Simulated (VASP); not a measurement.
Wanted: the native input for a VASP 6.6.1 run.

```yaml
Task: G0W0 quasiparticle levels
Functional: PBE
Potentials_or_basis: VASP PAW PBE potentials, release 64 (N_GW, B_GW)
Cutoff: 450 eV
k_mesh: 6 × 6 × 6
Occupations: gaussian, width 0.01 eV
Spin: no spin polarisation
GW_scheme: G0W0
GW_iterations: 1
Cutoff_of_the_response_function: 300
Frequency_points: 50
Empty_bands: 140
Further_INCAR_settings: ALGO = EVGW0; EDIFF = 1e-08; NBANDS = 144
```

BN:

```
CELL_PARAMETERS angstrom
0.00000 1.81300 1.81300
1.81300 0.00000 1.81300
1.81300 1.81300 0.00000
ATOMIC_POSITIONS crystal
N 0.25000 0.25000 0.25000
B 0.00000 0.00000 0.00000
```

The cell is a database's computed one.

The input as run:

POSCAR

```
BN
1.0
    0.0000000000      1.8130010000      1.8130010000
    1.8130010000      0.0000000000      1.8130010000
    1.8130010000      1.8130010000      0.0000000000
N B
1 1
Direct
    0.2500000000      0.2500000000      0.2500000000
    0.0000000000      0.0000000000      0.0000000000
```

INCAR.step1

```
ALGO     = Normal         # electronic algorithm
EDIFF    = 1E-8           # SCF threshold, eV
ENCUT    = 450            # plane-wave cutoff, eV
GGA      = PE             # functional
ISMEAR   = 0              # smearing method
LASPH    = True           # aspherical terms in the spheres
LCHARG   = False          # write CHGCAR
LREAL    = False          # projectors in reciprocal space
LWAVE    = True           # write WAVECAR
NELM     = 60             # most SCF steps
PREC     = Accurate       # precision mode
SIGMA    = 0.01           # smearing width, eV
```

INCAR.step2

```
ALGO     = Exact          # electronic algorithm
EDIFF    = 1E-8           # SCF threshold, eV
ENCUT    = 450            # plane-wave cutoff, eV
GGA      = PE             # functional
ISMEAR   = 0              # smearing method
ISTART   = 1            
LASPH    = True           # aspherical terms in the spheres
LCHARG   = False          # write CHGCAR
LOPTICS  = True           # frequency-dependent dielectric function
LREAL    = False          # projectors in reciprocal space
LWAVE    = True           # write WAVECAR
NBANDS   = 144            # bands
NELM     = 1              # most SCF steps
PREC     = Accurate       # precision mode
SIGMA    = 0.01           # smearing width, eV
```

INCAR.step3

```
ALGO     = EVGW0          # electronic algorithm
EDIFF    = 1E-8           # SCF threshold, eV
ENCUT    = 450            # plane-wave cutoff, eV
ENCUTGW  = 300            # cutoff of the response function
GGA      = PE             # functional
ISMEAR   = 0              # smearing method
ISTART   = 1            
LASPH    = True           # aspherical terms in the spheres
LCHARG   = False          # write CHGCAR
LREAL    = False          # projectors in reciprocal space
LWAVE    = False          # write WAVECAR
NBANDS   = 144            # bands
NBANDSGW = 12           
NELMGW   = 1            
NOMEGA   = 50             # frequency points
PREC     = Accurate       # precision mode
PRECFOCK = Fast         
SIGMA    = 0.01           # smearing width, eV
```

KPOINTS

```
k-points
0
Gamma
  6 6 6
```

Potentials or basis: VASP PAW PBE potentials, release 64 (N_GW, B_GW).

Command:

```bash
$ cat potpaw_PBE.64/N_GW/POTCAR potpaw_PBE.64/B_GW/POTCAR > POTCAR
$ cp INCAR.step1 INCAR
$ mpirun -np 1 vasp_std > vasp.out
$ cp INCAR.step2 INCAR
$ mpirun -np 1 vasp_std > vasp.out
$ cp INCAR.step3 INCAR
$ mpirun -np 1 vasp_std > vasp.out
```

Results of the run:

| Property | Result |
| --- | --- |
| Band gap on the k mesh, mean-field level | 4.45 eV, indirect (least direct gap 8.77 eV) |
| Quasiparticle gap | 6.14 eV |
| Least direct quasiparticle gap | 11.08 eV |

Caveat: the k mesh is coarse (spacing up to 0.50 Å⁻¹), so the values aren't converged; bands, screening cutoff and mesh are small and nothing is extrapolated, so the quasiparticle values aren't converged.

Wall time 3.4 min on 1 thread of Intel(R) Xeon(R) Platinum 8259CL CPU @ 2.50GHz (Skylake/Cascade Lake) (shared host), peak memory 0.37 GiB.
